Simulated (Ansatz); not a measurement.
CaO:

```
Ca O
1.0
     0.00000    2.40356    2.40356
     2.40356    0.00000    2.40356
     2.40356    2.40356    0.00000
Ca O
1 1
Direct
  0.00000 0.00000 0.00000
  0.50000 0.50000 0.50000
```

The cell is a database's computed one.

- Program: Ansatz 0.2.0
- Task: relaxation of cell and atoms
- Functional: PBEsol
- Potentials or basis: all-electron LAPW, scalar-relativistic
- Basis error allowed: 0.001 eV/atom
- k mesh: 10 × 10 × 10
- Occupations: fermi-dirac, width 0.05 eV
- Spin: no spin polarisation

At the start: volume 13.89 Å³/atom.

Q: How do energy, volume and symmetry change on relaxing?

A: Over 4 steps the energy falls by 3.0 meV/atom and the volume is 13.55 Å³/atom (-2.5 %); space group Fm-3m (No. 225, to 0.05 Å).

Step by step:
| step | energy change (eV) | largest force (eV/Å) | volume (Å³) |
| --- | --- | --- | --- |
| 1 | 0.0000 | 0.0000 | 27.77 |
| 2 | -0.0058 | 0.0000 | 26.98 |
| 3 | -0.0060 | 0.0000 | 27.09 |
| 4 | -0.0060 | 0.0000 | 27.09 |

Final structure:
```xyz
2
Lattice="0.0000 2.3838 2.3838 2.3838 0.0000 2.3838 2.3838 2.3838 0.0000" Properties=species:S:1:pos:R:3 pbc="T T T"
Ca    0.0000    0.0000    0.0000
O     2.3838    2.3838    2.3838
```
